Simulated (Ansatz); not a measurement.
Input of an Ansatz 0.2.0 run:

Contents of input.yaml:

```yaml
crystal:
  lattice: { a: 3.9218, b: 3.9218, c: 3.9218, alpha: 90.0, beta: 90.0, gamma: 90.0 }
  space_group: 225
  reduce_to_primitive: true
  atoms:
    - { symbol: Pt, wyckoff: "4a", position: [0.0, 0.0, 0.0] }
hamiltonian:
  xc: pbe
  pseudopotentials: { kind: nc_fr, accuracy: standard }
  dispersion: d4
magnetization:
  noncollinear: true
  spin_orbit: true
kpoints:
  mp_grid: { grid: [12, 12, 12] }
scf:
  occupations: { method: gaussian, width: 0.1 }
output:
  forces: true
  stress: true
  eigenvalues: true
  xc_energy_on_converged_density: [lda, pbesol, rpbe, revpbe, blyp]
  write_density: true
  write_potential: true
  elf: true
  volumetric_format: npy
```

Potentials or basis: PseudoDojo standard (PBE files).

Launch:

```sh
$ ansatz run input.yaml --threads 1 --pin off --max-ram 2560MiB --backend cpu --events-out ev --progress --plain --runs-dir out
```

Problem. What does it give for the band gap on the k mesh?

Solution. None (metal or under the smearing width).

Problem. Predict the pressure.

Solution. 2.9 GPa.

Caveat: pairwise dispersion overbinds metals, which lowers pressure and volume.
